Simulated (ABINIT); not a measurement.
Runs of ABINIT 10.8.3 (patched build) on AgBr. The structure is cubic, space group Fm-3m (No. 225). The conventional cell has a = 5.740 Å, b = 5.740 Å, c = 5.740 Å, α = 90.00°, β = 90.00°, γ = 90.00°. Ag (site symmetry m-3m) is surrounded by 6 Br at 2.87 Å. Br (site symmetry m-3m) has 6 Ag at 2.87 Å as nearest neighbours. 

```csv
task,level,spin,dispersion computed by,gap on the mesh (eV),pressure (GPa),V0 of scaled cells (Å³/atom),B0 (GPa)
band structure,BLYP,"SOC, no magnetisation",-,0.63,6.1,-,-
band structure,WC,off,-,0.48,-1.6,-,-
band structure,WC,"SOC, no magnetisation",-,(b),-1.6,-,-
band structure,BP86,off,-,0.64,2.3,-,-
equation of state,WC,off,-,-,-,22.88,(a)
equation of state,PW91,off,-,-,-,24.73,40
band structure,BLYP,off,-,0.72,6.1,-,-
band structure,RPBE,off,-,0.83,5.2,-,-
equation of state,PBE,off,-,-,-,24.93,38
```

Alike in all rows: potentials or basis JTH PAW PBE v2.0; cell as given; k mesh 8 × 8 × 8; cutoff (eV) 463; smearing fermi-dirac 0.05 eV.

**Question.** Fill in the values left out.

**Answer.** (a) 54; (b) 0.40.

Caveats: the PAW data sets were made with another functional, which shifts forces and pressure a little (some runs); pressures at fixed basis lie under the slope of the energies (some runs).

A k mesh can miss the band edges, and rows without SOC leave out spin-orbit coupling on Ag, Br.
